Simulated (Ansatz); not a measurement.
# ZnSn4N: a trial structure relaxed, part 2 of 2

The task: take a trial cell of ZnSn4N to zero force and stress.

Ansatz 0.2.0; DFT PBE, scalar-relativistic, plane waves, PAW.

### 3 Full relaxation

input.yaml

```yaml
crystal:
  lattice:
    - [0.0, 4.21882945, 4.21882945]
    - [4.21882945, 0.0, 4.21882945]
    - [4.21882945, 4.21882945, 0.0]
  atoms:
    - { symbol: Zn, position: [0.5, 0.5, 0.5] }
    - { symbol: Sn, position: [0.62482239, 0.1250592, 0.1250592] }
    - { symbol: Sn, position: [0.1250592, 0.62482239, 0.1250592] }
    - { symbol: Sn, position: [0.1250592, 0.1250592, 0.62482239] }
    - { symbol: Sn, position: [0.1250592, 0.1250592, 0.1250592] }
    - { symbol: "N", position: [0.75, 0.75, 0.75] }
basis:
  ecutwfc: 420
kpoints:
  mp_grid: { grid: [8, 8, 8] }
hamiltonian:
  xc: pbe
scf:
  occupations: { method: gaussian, width: 0.1 }
output:
  forces: true
  stress: true
  eigenvalues: true
relax:
  adjacent_minimum: "off"
  f_tol: 0.01
  max_steps: 80
  cell: { stress_tol: 0.05 }
```

On the command line:

```console
$ ansatz run input.yaml --threads 1 --pin off --max-ram 2560MiB --backend cpu --events-out ev --progress --plain --runs-dir out
```

Output:

```text
Warning: RAYON_NUM_THREADS=1 ignored (pool sized by the plan → 1); use --threads N
Engine: ansatz 0.2.0, x86_64-unknown-linux-gnu
Pseudopotentials: kind: paw
Pseudopotential: Zn, paw, valence charge 12, recommended cutoff 420 eV (normal), Zn.paw.azcp
Pseudopotential: Sn, paw, valence charge 14, recommended cutoff 420 eV (normal), Sn.paw.azcp
Pseudopotential: N, paw, valence charge 5, recommended cutoff 420 eV (normal), N.paw.azcp
Functional definition: PBE
  parameter kappa = 0.804
  parameter beta = 0.06672455060314922
  exchange = pbe_x(kappa = kappa, mu = beta*pi^2/3)
  correlation = pbe_c(beta = beta)
Crystal: 6 atoms, lattice volume = 150.178 Å³
Basis set: ecut = 420 eV, 2891 PW (Γ), exchange–correlation on 80×80×80 points (8 copies of the dense FFT grid, shifted against one another)
Bands: 44, of which v1, the nominal top of the filled ones, is band 37 counted from 1 (36 counted from 0)
Symmetry: 24 space group operations
Space group: F-43m (ITA 216), of the structure as read, at distance tolerance 5.3e-5 Å
k-points: 29 of 512 (time reversal used)
Non-local potential: Zn, projectors of the file, l = 0: 2, l = 1: 2, l = 2: 3, l = 3: 1
Non-local potential: Sn, projectors of the file, l = 0: 2, l = 1: 2, l = 2: 2, l = 3: 2
Non-local potential: N, projectors of the file, l = 0: 2, l = 1: 2, l = 2: 1
PAW form: soft (Blöchl's): semilocal exchange-correlation on the pseudo side does not see the compensation charge
PAW one-centre angular grid: Zn, 590 points (default); XC on 64 Gauss nodes
PAW one-centre angular grid: Sn, 590 points (default); XC on 64 Gauss nodes
PAW one-centre angular grid: N, 110 points (default); XC on 64 Gauss nodes
Initial density: superposition of atomic densities (neutral atoms: chi_scale 0, normalization atom), corrected by the library's trained network
Initial wavefunctions: pseudopotential atomic-orbital guess
Functional: x = pbe(κ = 0.804, μ = 0.2195149727645171), c = pbe(β = 0.06672455060314922)
SCF iter   1: F=—  HF=-27792.767571 eV  |F-HF|=—  |Δ(HF+E_count)|=         —  Δρ=1.73e-3  dr2=4.60e-3  ethr=1.77e-3  ⟨swp⟩=6.9  Hψ=5471  notcnv=0
preconditioner: auto → Kerker (q_TF=auto, 2.419 Å⁻¹)  [metal: Δε(μ)=0.029 eV  Ē_g=16.418 eV  σ=0.100 eV  W_gap=0.16  n_scr=26 (ndim 8)  ℏωp=25.9 eV  f_vac=0.000  D(μ)=5.96/eV (n_scr^D=58)]
SCF iter   2: F=—  HF=-27792.767377 eV  |F-HF|=—  |Δ(HF+E_count)|=   1.94e-4  Δρ=1.07e-3  dr2=2.23e-3  ethr=6.30e-6  ⟨swp⟩=2.3  Hψ=2434  notcnv=0
SCF iter   3: F=—  HF=-27792.767491 eV  |F-HF|=—  |Δ(HF+E_count)|=   1.15e-4  Δρ=4.41e-4  dr2=2.16e-4  ethr=3.06e-6  ⟨swp⟩=2.0  Hψ=1728  notcnv=0
SCF iter   4: F=—  HF=-27792.767358 eV  |F-HF|=—  |Δ(HF+E_count)|=   1.33e-4  Δρ=2.06e-4  dr2=8.12e-5  ethr=2.96e-7  ⟨swp⟩=2.6  Hψ=2227  notcnv=0
SCF iter   5: F=—  HF=-27792.767362 eV  |F-HF|=—  |Δ(HF+E_count)|=   3.98e-6  Δρ=8.83e-5  dr2=2.25e-5  ethr=1.11e-7  ⟨swp⟩=2.1  Hψ=2189  notcnv=0
SCF iter   6: F=—  HF=-27792.767359 eV  |F-HF|=—  |Δ(HF+E_count)|=   3.73e-6  Δρ=4.37e-5  dr2=3.51e-6  ethr=3.08e-8  ⟨swp⟩=2.0  Hψ=1630  notcnv=0
SCF iter   7: F=—  HF=-27792.767358 eV  |F-HF|=—  |Δ(HF+E_count)|=   6.28e-7  Δρ=1.08e-5  dr2=2.01e-7  ethr=4.81e-9  ⟨swp⟩=2.0  Hψ=2308  notcnv=0
SCF iter   8: F=-27792.767358 eV  HF=-27792.767358 eV  |F-HF|=2.33e-8  |Δ(HF+E_count)|=   8.36e-8  Δρ=3.65e-6  dr2=2.78e-8  ethr=1.37e-10  ⟨swp⟩=9.3  Hψ=5003  notcnv=0
SCF 1 converged in 8 iterations: F = -27792.767358 eV  dr2 = 2.78e-8
relax step   1: F+E_penalty+E_count = -27792.76735815 eV  Δ(F+E_penalty+E_count) = +0.000e0 eV  max|allowed force component| = 5.360e-2 eV/Å  Δτ_max = 0.0000 Å  P = +1.838 GPa  Ω = 150.178 Å³  (8 SCF iters, dr2 threshold 1.00e-7 eV, accepted)
Crystal: 6 atoms, lattice volume = 158.223 Å³
Basis set: ecut = 420 eV, 3119 PW (Γ), exchange–correlation on 80×80×80 points (8 copies of the dense FFT grid, shifted against one another)
Initial density: handed on by an earlier stage of this run
Initial wavefunctions: those handed on with the density
iter 1 solved again at ethr=5.26e-5 eV; its pass at ethr=3.10e-3 eV (dr2=3.84e-2 eV) is discarded
SCF iter   1: F=—  HF=-27792.794250 eV  |F-HF|=—  |Δ(HF+E_count)|=         —  Δρ=3.12e-3  dr2=3.73e-2  ethr=5.26e-5  ⟨swp⟩=1.6  Hψ=6289  notcnv=0
preconditioner: auto → Kerker (q_TF=auto, 2.398 Å⁻¹)  [metal: Δε(μ)=0.027 eV  Ē_g=16.272 eV  σ=0.100 eV  W_gap=0.15  n_scr=26 (ndim 8)  ℏωp=25.2 eV  f_vac=0.000  D(μ)=6.40/eV (n_scr^D=58)]
SCF iter   2: F=—  HF=-27792.792552 eV  |F-HF|=—  |Δ(HF+E_count)|=   1.70e-3  Δρ=1.54e-3  dr2=9.48e-3  ethr=5.11e-5  ⟨swp⟩=1.0  Hψ=1276  notcnv=0
SCF iter   3: F=—  HF=-27792.792050 eV  |F-HF|=—  |Δ(HF+E_count)|=   5.02e-4  Δρ=5.43e-4  dr2=5.37e-4  ethr=1.30e-5  ⟨swp⟩=2.0  Hψ=1421  notcnv=0
SCF iter   4: F=—  HF=-27792.791859 eV  |F-HF|=—  |Δ(HF+E_count)|=   1.91e-4  Δρ=2.32e-4  dr2=1.45e-4  ethr=7.36e-7  ⟨swp⟩=2.0  Hψ=1603  notcnv=0
SCF iter   5: F=—  HF=-27792.791842 eV  |F-HF|=—  |Δ(HF+E_count)|=   1.64e-5  Δρ=8.82e-5  dr2=2.09e-5  ethr=1.98e-7  ⟨swp⟩=2.4  Hψ=1701  notcnv=0
SCF iter   6: F=—  HF=-27792.791837 eV  |F-HF|=—  |Δ(HF+E_count)|=   5.14e-6  Δρ=1.83e-5  dr2=1.20e-6  ethr=2.87e-8  ⟨swp⟩=2.0  Hψ=1705  notcnv=0
SCF iter   7: F=-27792.791837 eV  HF=-27792.791837 eV  |F-HF|=6.26e-8  |Δ(HF+E_count)|=   3.86e-8  Δρ=8.70e-6  dr2=1.32e-7  ethr=8.22e-10  ⟨swp⟩=7.2  Hψ=5742  notcnv=0
SCF 2 converged in 7 iterations: F = -27792.791837 eV  dr2 = 1.32e-7
relax step   2: F+E_penalty+E_count = -27792.79183714 eV  Δ(F+E_penalty+E_count) = -2.448e-2 eV  max|allowed force component| = 8.074e-2 eV/Å  Δτ_max = 0.0098 Å  P = -0.508 GPa  Ω = 158.223 Å³  energy of the carried Pulay correction = -4.659e-3 eV  (7 SCF iters, dr2 threshold 6.00e-7 eV, accepted)
Crystal: 6 atoms, lattice volume = 156.532 Å³
iter 1 solved again at ethr=2.95e-6 eV; its pass at ethr=3.10e-3 eV (dr2=2.16e-3 eV) is discarded
SCF iter   1: F=—  HF=-27792.797805 eV  |F-HF|=—  |Δ(HF+E_count)|=         —  Δρ=7.81e-4  dr2=2.21e-3  ethr=2.95e-6  ⟨swp⟩=2.1  Hψ=6054  notcnv=0
preconditioner: auto → Kerker (q_TF=auto, 2.403 Å⁻¹)  [metal: Δε(μ)=0.034 eV  Ē_g=16.297 eV  σ=0.100 eV  W_gap=0.19  n_scr=26 (ndim 8)  ℏωp=25.4 eV  f_vac=0.000  D(μ)=6.36/eV (n_scr^D=58)]
SCF iter   2: F=—  HF=-27792.797686 eV  |F-HF|=—  |Δ(HF+E_count)|=   1.19e-4  Δρ=3.87e-4  dr2=5.61e-4  ethr=2.95e-6  ⟨swp⟩=1.0  Hψ=1276  notcnv=0
SCF iter   3: F=—  HF=-27792.797636 eV  |F-HF|=—  |Δ(HF+E_count)|=   5.02e-5  Δρ=6.60e-5  dr2=1.51e-5  ethr=7.68e-7  ⟨swp⟩=1.0  Hψ=1276  notcnv=0
SCF iter   4: F=—  HF=-27792.797638 eV  |F-HF|=—  |Δ(HF+E_count)|=   2.57e-6  Δρ=6.16e-5  dr2=3.45e-6  ethr=2.08e-8  ⟨swp⟩=2.3  Hψ=2011  notcnv=0
SCF iter   5: F=—  HF=-27792.797636 eV  |F-HF|=—  |Δ(HF+E_count)|=   2.17e-6  Δρ=1.90e-5  dr2=7.18e-7  ethr=4.72e-9  ⟨swp⟩=2.1  Hψ=1687  notcnv=0
SCF iter   6: F=-27792.797636 eV  HF=-27792.797636 eV  |F-HF|=2.97e-8  |Δ(HF+E_count)|=   1.69e-7  Δρ=5.33e-6  dr2=8.95e-8  ethr=8.22e-10  ⟨swp⟩=6.3  Hψ=4964  notcnv=0
SCF 3 converged in 6 iterations: F = -27792.797636 eV  dr2 = 8.95e-8
relax step   3: F+E_penalty+E_count = -27792.79763593 eV  Δ(F+E_penalty+E_count) = -5.799e-3 eV  max|allowed force component| = 1.944e-2 eV/Å  Δτ_max = 0.0079 Å  P = -0.074 GPa  Ω = 156.532 Å³  energy of the carried Pulay correction = -3.700e-3 eV  (6 SCF iters, dr2 threshold 6.00e-7 eV, accepted)
Crystal: 6 atoms, lattice volume = 156.256 Å³
iter 1 solved again at ethr=4.57e-8 eV; its pass at ethr=3.10e-3 eV (dr2=3.34e-5 eV) is discarded
SCF iter   1: F=—  HF=-27792.797987 eV  |F-HF|=—  |Δ(HF+E_count)|=         —  Δρ=9.29e-5  dr2=2.89e-5  ethr=4.57e-8  ⟨swp⟩=3.0  Hψ=6191  notcnv=0
preconditioner: auto → Kerker (q_TF=auto, 2.403 Å⁻¹)  [metal: Δε(μ)=0.007 eV  Ē_g=16.303 eV  σ=0.100 eV  W_gap=0.04  n_scr=26 (ndim 8)  ℏωp=25.4 eV  f_vac=0.000  D(μ)=6.34/eV (n_scr^D=58)]
SCF iter   2: F=—  HF=-27792.797980 eV  |F-HF|=—  |Δ(HF+E_count)|=   7.21e-6  Δρ=4.90e-5  dr2=8.73e-6  ethr=3.96e-8  ⟨swp⟩=1.0  Hψ=1276  notcnv=0
SCF iter   3: F=—  HF=-27792.797961 eV  |F-HF|=—  |Δ(HF+E_count)|=   1.89e-5  Δρ=1.34e-5  dr2=5.93e-7  ethr=1.20e-8  ⟨swp⟩=1.1  Hψ=1280  notcnv=0
SCF iter   4: F=—  HF=-27792.797961 eV  |F-HF|=—  |Δ(HF+E_count)|=   7.59e-9  Δρ=1.13e-5  dr2=1.56e-7  ethr=8.13e-10  ⟨swp⟩=2.0  Hψ=1680  notcnv=0
SCF iter   5: F=—  HF=-27792.797961 eV  |F-HF|=—  |Δ(HF+E_count)|=   7.84e-8  Δρ=2.99e-6  dr2=3.19e-8  ethr=2.14e-10  ⟨swp⟩=2.0  Hψ=1600  notcnv=0
SCF iter   6: F=-27792.797961 eV  HF=-27792.797961 eV  |F-HF|=1.54e-9  |Δ(HF+E_count)|=   3.94e-9  Δρ=1.04e-6  dr2=3.96e-9  ethr=3.24e-11  ⟨swp⟩=5.1  Hψ=4375  notcnv=0
SCF 4 converged in 6 iterations: F = -27792.797961 eV  dr2 = 3.96e-9
relax step   4: F+E_penalty+E_count = -27792.79796100 eV  Δ(F+E_penalty+E_count) = -3.251e-4 eV  max|allowed force component| = 1.985e-4 eV/Å  Δτ_max = 0.0015 Å  P = -0.001 GPa  Ω = 156.256 Å³  energy of the carried Pulay correction = -3.542e-3 eV  (6 SCF iters, dr2 threshold 2.36e-8 eV, accepted)
Basis set: ecut = 420 eV, 3119 PW (Γ), exchange–correlation on 90×90×90 points (8 copies of the dense FFT grid, shifted against one another)
Initial wavefunctions: pseudopotential atomic-orbital guess (no wavefunctions were taken with the density)
iter 1 solved again at ethr=3.37e-7 eV; its pass at ethr=3.10e-3 eV (dr2=2.46e-4 eV) is discarded
SCF iter   1: F=—  HF=-27792.801253 eV  |F-HF|=—  |Δ(HF+E_count)|=         —  Δρ=2.16e-4  dr2=1.37e-5  ethr=3.37e-7  ⟨swp⟩=3.0  Hψ=8232  notcnv=0
preconditioner: auto → Kerker (q_TF=auto, 2.403 Å⁻¹)  [metal: Δε(μ)=0.008 eV  Ē_g=16.303 eV  σ=0.100 eV  W_gap=0.04  n_scr=26 (ndim 8)  ℏωp=25.4 eV  f_vac=0.000  D(μ)=6.34/eV (n_scr^D=58)]
SCF iter   2: F=—  HF=-27792.801722 eV  |F-HF|=—  |Δ(HF+E_count)|=   4.69e-4  Δρ=1.13e-4  dr2=2.99e-6  ethr=1.87e-8  ⟨swp⟩=2.0  Hψ=1628  notcnv=0
SCF iter   3: F=—  HF=-27792.801898 eV  |F-HF|=—  |Δ(HF+E_count)|=   1.76e-4  Δρ=2.75e-5  dr2=1.65e-7  ethr=4.09e-9  ⟨swp⟩=2.0  Hψ=1765  notcnv=0
SCF iter   4: F=—  HF=-27792.801907 eV  |F-HF|=—  |Δ(HF+E_count)|=   8.07e-6  Δρ=6.38e-6  dr2=3.35e-8  ethr=2.25e-10  ⟨swp⟩=2.0  Hψ=1772  notcnv=0
SCF iter   5: F=—  HF=-27792.801907 eV  |F-HF|=—  |Δ(HF+E_count)|=   2.52e-7  Δρ=1.40e-6  dr2=2.34e-9  ethr=4.59e-11  ⟨swp⟩=2.0  Hψ=1763  notcnv=0
SCF iter   6: F=—  HF=-27792.801907 eV  |F-HF|=—  |Δ(HF+E_count)|=   3.99e-9  Δρ=5.62e-7  dr2=1.63e-10  ethr=3.21e-12  ⟨swp⟩=2.0  Hψ=1763  notcnv=0
SCF iter   7: F=-27792.801907 eV  HF=-27792.801907 eV  |F-HF|=1.46e-11  |Δ(HF+E_count)|=   2.07e-9  Δρ=8.22e-8  dr2=9.69e-12  ethr=1.00e-12  ⟨swp⟩=4.7  Hψ=4584  notcnv=0
SCF 5 converged in 7 iterations: F = -27792.801907 eV  dr2 = 9.69e-12
relax step   5: F+E_penalty+E_count = -27792.80190682 eV  Δ(F+E_penalty+E_count) = -3.946e-3 eV  max|allowed force component| = 1.243e-4 eV/Å  Δτ_max = 0.0000 Å  P = +0.020 GPa  Ω = 156.256 Å³  stress off target by 2.02e-2 GPa  SCF on the basis re-selected at this cell (its energy is not comparable with the rows above)  (7 SCF iters)
basis re-selected at this cell: Δ(F+E_penalty+E_count) = -3.946e-3 eV, ΔP = +0.021 GPa vs the last step (what re-selecting the basis moved, of the pressure what is left beyond the Pulay correction that the steps carried, after the strain that the cell walked since its last selection, with what the two solves' SCF thresholds leave and, on support functions, any second-order correction that the steps lacked; it is no measure of the basis error at this ecutwfc). The dense FFT grid was sized anew with the basis: this SCF ran on 45×45×45 points, the steps before it on 40×40×40, so part of this shift can come from that change (see relax.cell in the input reference). This SCF's stress stands 2.02e-2 GPa from its target on what of the cell is left free (relax.cell.stress_tol is 5.00e-2 GPa) and its largest allowed force component is 1.24e-4 eV/Å (relax.f_tol is 1.00e-2 eV/Å): within both
SCF converged after 7 iterations
Free energy (F): -27792.801907 eV
Harris-Foulkes:  -27792.801907 eV  (|F-HF|=1.46e-11)
Internal energy: -27792.770198 eV  (E = F + TS)
E sigma→0 (E₀):  -27792.786052 eV
Entropy (-TS):   -0.031709 eV (-5.285 meV/atom)
Fermi energy:    7.985684 eV
--- Per-component energies (eV) ---
  E_band       = -448.172697
  E_kinetic    = 991.137922
  E_local      = -6056.331650  (includes V_loc(G=0)·N_el)
  E_nonlocal   = 530.611296
  E_hartree    = 3208.598946
  E_xc         = -1722.238433
  E_vxc        = -504.440889  (∫ρ·V_xc dr)
  E_paw        = -18493.174402  (= ΣΔE_a)
  E_vpaw       = -1826.346866  (= ΣTr[D̂ρ^β])
  E_aug_tail   = -0.000267  (compensation charges beyond the density's cutoff)
  E_ewald      = -6251.373610
  E_smearing   = -0.031709  (= −TS)
  E_closure    = 0.000000  (closes the sum)
  Σ components = -27792.801907   (vs F -27792.801907, Δ=0.00e0)
--- Forces (eV/Å), atoms counted from 1 ---
  atom   1  Zn    -0.00000000     0.00000000     0.00000000
  atom   2  Sn     0.00012425    -0.00012425    -0.00012425
  atom   3  Sn    -0.00012425     0.00012425    -0.00012425
  atom   4  Sn    -0.00012425    -0.00012425     0.00012425
  atom   5  Sn     0.00012425     0.00012425     0.00012425
  atom   6  N     -0.00000000    -0.00000000    -0.00000000
  max |Σ_I F_I| component: 5.84e-17 eV/Å
--- Stress (GPa, compression-positive) ---
        0.020166      -0.000000      -0.000000
       -0.000000       0.020166       0.000000
       -0.000000       0.000000       0.020166
  P = ⅓ Tr σ = 0.0202 GPa (0.202 kbar)
--- Band table (eV; the first three rows and the last of 29) ---
  k-point 0: bands = ["-13.9104", "-13.7914", "-13.7914", "-13.7914", "-13.7901", "-13.7901", "-13.6103", "-13.6103", "-13.6103", "-13.5056", "-13.5056", "-13.5056", "-13.4916", "-13.4916", "-13.4480", "-13.4480", "-13.4480", "-13.3441", "-13.3441", "-13.3441", "-3.8683", "-2.3430", "1.4604", "1.4604", "1.4604", "1.4735", "1.4735", "2.6487", "3.0508", "3.0508", "3.0508", "5.1591", "5.1591", "5.1591", "6.2012", "7.3680", "7.3680", "7.5549", "7.5549", "7.5549", "11.6771", "11.6771", "11.6771", "14.4882"]
  k-point 1: bands = ["-13.8992", "-13.7895", "-13.7895", "-13.7877", "-13.7756", "-13.7756", "-13.6102", "-13.6069", "-13.6069", "-13.5086", "-13.5086", "-13.5057", "-13.4936", "-13.4936", "-13.4629", "-13.4494", "-13.4494", "-13.3589", "-13.3589", "-13.3441", "-3.8384", "-2.3108", "1.4150", "1.4561", "1.4561", "1.4748", "1.4748", "1.8428", "2.9671", "2.9671", "3.6535", "5.2821", "5.3188", "5.3188", "6.4279", "6.9933", "6.9933", "7.8196", "8.0481", "8.0481", "11.3570", "11.7770", "11.7770", "13.8210"]
  k-point 2: bands = ["-13.8726", "-13.7864", "-13.7864", "-13.7726", "-13.7324", "-13.7324", "-13.6099", "-13.5969", "-13.5969", "-13.5200", "-13.5200", "-13.5058", "-13.5046", "-13.4966", "-13.4966", "-13.4568", "-13.4568", "-13.3962", "-13.3962", "-13.3441", "-3.7656", "-2.2079", "0.7683", "1.4415", "1.4415", "1.4807", "1.4807", "1.5344", "2.8070", "2.8070", "3.8182", "5.5413", "5.5413", "5.7565", "6.9392", "6.9392", "7.1559", "8.2956", "8.5703", "8.5703", "10.9193", "11.7231", "11.7231", "12.9719"]
  k-point 28: bands = ["-13.7519", "-13.7514", "-13.7410", "-13.7382", "-13.6322", "-13.6283", "-13.6122", "-13.6107", "-13.5662", "-13.5657", "-13.5622", "-13.5604", "-13.5333", "-13.5313", "-13.5025", "-13.5021", "-13.4607", "-13.4603", "-13.4420", "-13.4415", "-3.6281", "-1.1986", "-1.1528", "1.3845", "1.4884", "1.4960", "1.5112", "1.5220", "1.7234", "2.0415", "5.1640", "5.6420", "5.6715", "7.4995", "7.6389", "7.8336", "8.1058", "9.0104", "9.0865", "9.3646", "10.1117", "10.8855", "11.8966", "12.4873"]
--- Relaxed structure (4 steps of the walk, 4 accepted, 1 SCFs on fresh bases) ---
  F+E_penalty+E_count = -27792.80190682 eV   max|allowed force component| = 1.243e-4 eV/Å   (the final SCF, on the basis selected at the relaxed cell)
  cell:  # Å, volume = 156.2559 Å³
    - [7.388029349804758e-34, 4.274994068464283, 4.274994068464283]
    - [4.274994068464283, 3.1336406424573175e-33, 4.274994068464283]
    - [4.274994068464283, 4.274994068464283, 2.598626662791649e-33]
  atoms:
    - { symbol: Zn, position: [0.49999999999999994, 0.49999999999999994, 0.49999999999999994] }
    - { symbol: Sn, position: [0.6255372065918311, 0.12482093113605619, 0.12482093113605619] }
    - { symbol: Sn, position: [0.12482093113605619, 0.6255372065918311, 0.12482093113605619] }
    - { symbol: Sn, position: [0.1248209311360562, 0.1248209311360562, 0.6255372065918311] }
    - { symbol: Sn, position: [0.1248209311360562, 0.1248209311360562, 0.1248209311360562] }
    - { symbol: N, position: [0.7499999999999998, 0.7499999999999998, 0.7499999999999998] }
```

It took 94 s on 1 thread of Intel Xeon at 2.70GHz, shared host; peak memory 0.52 GiB.

Step by step:

```csv
step,E - E(step 1) (eV/cell),largest force component (eV/Å),pressure (GPa),volume (Å³)
1,0.0000,0.0536,1.84,150.18
2,-0.0245,0.0807,-0.51,158.22
3,-0.0303,0.0194,-0.07,156.53
4,-0.0306,0.0002,0.00,156.26
5,-0.0345,0.0001,0.02,156.26
```

Step 1 is the start. Step 5 repeats the geometry before it on a plane-wave basis chosen anew for that cell, so its energy need not be comparable with the rows above.

Lengths and angles in the start's conventional setting:

|  | before | after | change |
| --- | --- | --- | --- |
| a (Å) | 8.438 | 8.550 | +1.3 % |
| b (Å) | 8.438 | 8.550 | +1.3 % |
| c (Å) | 8.438 | 8.550 | +1.3 % |
| volume (Å³/atom) | 25.03 | 26.04 | +4.0 % |
| shortest distance (Å) | 2.982 | 3.019 | +1.2 % |
| space group (0.01 Å) | F-43m | F-43m | same |

Forces and stress were held to the start's 24 operations: a distortion of lower symmetry was not tested.

### 4 What came out

The summary covers parts 1 to 2. Changes of volume or cell count from the first structure of part 1.

```
                                                                       quantity                                                                      value
                                         symmetry at the end (tolerance 0.05 Å)                                                space group F-43m (No. 216)
                                                              conventional cell  a = 8.550 Å, b = 8.550 Å, c = 8.550 Å, α = 90.00°, β = 90.00°, γ = 90.00°
                                                                         volume                                                              26.04 Å³/atom
energy over the elements (uncorrected; H, N, O, F and Cl as molecules), grey Sn                                                              +1.18 eV/atom
                                                                gap on the mesh                                                               none (metal)
```

The space group F-43m (No. 216) is kept, and the volume per atom grows by 4.0 % from the first guess. With a positive formation energy it can't be a ground state. No finished test with a distortion of lower symmetry is shown, so the end may be a saddle point. The final runs have no spin polarisation, so no magnetic state was tried and one may lie lower.
